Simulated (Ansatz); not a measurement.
KCl built on the zincblende prototype was relaxed with 5 functionals in Ansatz 0.2.0, cell and atoms free, the symmetry of the start kept (meshes: PBE 6×6×6, r2SCAN 6×6×6, PBEsol 6×6×6, LDA 6×6×6, HSE06 4×4×4). (Calculated; spin-unpolarised; the phase may be known or hypothetical.)

The r2SCAN result:
Space group F-43m (No. 216). a = 7.015 Å, b = 7.015 Å, c = 7.015 Å, α = 90.00°, β = 90.00°, γ = 90.00°
```
atom  site  symmetry       x       y       z
   K    4a      -43m  0.0000  0.0000  0.0000
  Cl    4d      -43m  0.2500  0.2500  0.7500
```

Space group F-43m (No. 216), cubic; conventional cell a = 7.015 Å, 43.14 Å³ an atom. K has 4 Cl at 3.04 Å; Cl has 4 K at 3.04 Å.

Q: Order the functionals by the relaxed volume, smallest first.
A. r2SCAN
B. PBEsol
C. HSE06
D. PBE
E. LDA

A: E (39.06 Å³/atom), B (41.90 Å³/atom), A (43.14 Å³/atom), C (43.67 Å³/atom), D (44.13 Å³/atom).

Q: How does the cell change with HSE06?

A: a = 7.043 Å; the volume differs by +1.2 % from r2SCAN's. K has 4 Cl at 3.05 Å; Cl has 4 K at 3.05 Å.

Q: What lattice does PBEsol give?

A: a = 6.947 Å; the volume differs by -2.9 % from r2SCAN's. K is surrounded by 4 Cl at 3.01 Å; Cl is surrounded by 4 K at 3.01 Å.

Q: Held at the r2SCAN cell, what mean stress does LDA find, and does its sign point to its own minimum?

A: Yes. LDA -1.21 GPa, and its relaxed volume is -9.5 % from r2SCAN's. Compression counts positive, so a positive stress asks for a larger cell.
